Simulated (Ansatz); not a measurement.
# Ge: from a guess to a relaxed structure

These are results of DFT PBE, scalar-relativistic, plane waves, PAW in Ansatz 0.2.0, not measurements. Cutoff 420 eV, Gaussian smearing, Γ-centred meshes. Cell and atoms relax first on a coarse mesh and then on a finer one. In between, the cell is made exact in the group found at 0.06 Å. In metals the finer mesh still leaves noise of several meV/atom or more. The steps can't lower the symmetry of their start. No spin polarisation.

The guess for Ge was made by a generator: 3-, 4-connected net of one element (P3_112, No. 151). Its size is a rough estimate.

Space group P3_112 (No. 151). a = 5.788 Å, b = 5.788 Å, c = 6.789 Å, α = 90.00°, β = 90.00°, γ = 120.00°
```
atom  site  symmetry       x       y       z
  Ge    6c         1  0.1622  0.2467  0.3159
  Ge    3a       ..2  0.6111  0.3889  0.3333
```

Energies count from the standard state of Ge at the same level.

Question: What does it relax into?

Answer: The symmetry stays P3_112 (No. 151). The volume per atom grows by 21.3 %, from 21.9 to 26.6 Å³. The shortest distance goes from 2.08 Å (Ge–Ge) to 2.51 Å (Ge–Ge). The ratio c/a of the conventional cell changes by a factor of 0.89. The energy falls by about 0.78 eV/atom (the start's value is from the coarse mesh). The end is written in a standard setting, so origin, axes and order of atoms can differ from the start's. Conventional cell: a = 6.413 Å, c = 6.708 Å. Ge on a site of symmetry 1 is surrounded by 4 Ge at 2.51–2.58 Å; Ge on a site of symmetry 2 is surrounded by 4 Ge at 2.53–2.58 Å.

```
CELL_PARAMETERS angstrom
6.41323 0.00000 0.00000
-3.20661 5.55402 0.00000
0.00000 0.00000 6.70847
ATOMIC_POSITIONS crystal
Ge 0.00806 0.38160 0.35386
Ge 0.61840 0.62646 0.68720
Ge 0.37354 0.99194 0.02053
Ge 0.61840 0.99194 0.31280
Ge 0.37354 0.38160 0.97947
Ge 0.00806 0.62646 0.64614
Ge 0.46377 0.53623 0.33333
Ge 0.46377 0.92755 0.66667
Ge 0.07245 0.53623 0.00000
```

Question: Give its energy and gap.

Answer:

| Quantity | Value |
| --- | --- |
| Energy over the standard state | +0.32 eV/atom |
| Gap on the 6×6×6 mesh of the 9-atom cell | 0 eV (the bands overlap slightly) |

So it is a metastable form at best.

The last run used Gaussian smearing of 0.10 eV. The zero gap may come from the functional, which often closes small gaps. A structure relaxed within its symmetry needn't be a true minimum. Another cell of Ge relaxed alike, in Cmcm, lies 233 meV/atom lower, so this cell isn't the stable form at this level.
